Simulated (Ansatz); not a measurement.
**I: from a trial structure to a relaxed crystal**

Method: DFT PBE, scalar-relativistic, plane waves, PAW (Ansatz). Cutoff 420 eV, Γ-centred k mesh, Gaussian smearing, no spin polarisation in the final step.

The start puts I on the diamond structure type (Fd-3m, No. 227), at a guessed volume.

```
CELL_PARAMETERS angstrom
0.00000 3.71300 3.71300
3.71300 0.00000 3.71300
3.71300 3.71300 0.00000
ATOMIC_POSITIONS crystal
I 0.50000 0.50000 0.50000
I 0.75000 0.75000 0.75000
```

Cell and atoms relax at zero pressure; the relaxation can't lower the symmetry of the start.

Energies count from the standard state of I at the same level.

Problem. Which crystal results?

Solution. It keeps Fd-3m (No. 227). The result has the diamond structure. Conventional cell: a = 7.839 Å. I is coordinated by 4 I at 3.39 Å.

```cif
data_structure
_symmetry_space_group_name_H-M 'Fd-3m:1'
_symmetry_Int_Tables_number 227
_cell_length_a 7.8392
_cell_length_b 7.8392
_cell_length_c 7.8392
_cell_angle_alpha 90.000
_cell_angle_beta 90.000
_cell_angle_gamma 90.000
_cell_volume 481.74
loop_
_atom_site_label
_atom_site_type_symbol
_atom_site_symmetry_multiplicity
_atom_site_Wyckoff_symbol
_atom_site_fract_x
_atom_site_fract_y
_atom_site_fract_z
_atom_site_occupancy
I1 I 8 b 0.00000 0.00000 0.50000 1
```

Problem. What are its volume, energy, density and gap?

Solution. The volume per atom is 60.22 Å³ and the density is 3.50 g/cm³. The energy over the standard structure is 0.55 eV/atom. The gap on the 12×12×12 mesh is 0 eV (a metal).

The final run used a 12×12×12 mesh on its 2-atom cell and 0.10 eV smearing. For metals, differences of a few meV/atom aren't resolved. Spin–orbit coupling is left out. A structure relaxed within its symmetry needn't be a true minimum.